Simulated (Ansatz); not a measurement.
## BaTiO$_{3}$: how the free axis answers a strain

BaTiO$_{3}$, Pm-3m, a = 4.019 Å. The structure is a Materials Project entry; whether it is the stable form wasn't checked. Ansatz: PBE, PAW, 420 eV, Γ-centred 8×8×8 mesh on 5 atoms, Gaussian smearing 0.02 eV; no spin polarisation. Series: uniaxial strain along a, with b, c and atoms relaxed; x is the strain in per cent. y is the change of c in per cent of 4.019 Å.

| x (%) | y (%) |
| --- | --- |
| -3.0 | 0.85 |
| -2.0 | 0.56 |
| -1.0 | ? |
| 0.0 | 0.00 |
| 1.0 | -0.26 |
| 2.0 | -0.51 |
| 3.0 | -0.75 |

**Question.** Fit y = c1 x + c2 x² to the other rows, say what c1 measures, and predict the missing y.

**Answer.** Least squares on the rows shown. y = −0.2669 x + 0.005676 x². So −c1 = 0.267 is Poisson's ratio for this pair of axes. At x = -1.0 the fit asked for gives 0.27 %. The run gave 0.27 %, the same to the digits shown.

Symmetry holds off the tilts and polar distortions that many cubic perovskites undergo.